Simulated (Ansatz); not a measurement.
Crystal: Si.

```
CELL_PARAMETERS angstrom
0.00000 2.72185 2.72185
2.72185 0.00000 2.72185
2.72185 2.72185 0.00000
ATOMIC_POSITIONS crystal
Si 0.50000 0.50000 0.50000
Si 0.75000 0.75000 0.75000
```

Program: Ansatz 0.2.0. Alike in all runs: potentials or basis Ansatz PAW; no spin polarisation; cell as given; cutoff (eV) 420.

Problem. Order these runs on this cell by their band gap on the k mesh, lowest first.
A. level BLYP; k mesh 8 × 8 × 8; smearing fermi-dirac 0.05 eV; points for each segment of the path 14; mesh quality not flagged
B. level PBE; k mesh 8 × 8 × 8; smearing gaussian 0.017 eV; mesh quality not flagged
C. level B3LYP; k mesh 4 × 4 × 4; smearing fermi-dirac 0.05 eV; points for each segment of the path 4; mesh quality coarse

Solution. B (0.63 eV), A (0.84 eV), C (1.99 eV).

Caveats: some runs use coarse meshes; the k mesh misses the band edges, so the gap on the mesh is wider than the one along the path (some runs).
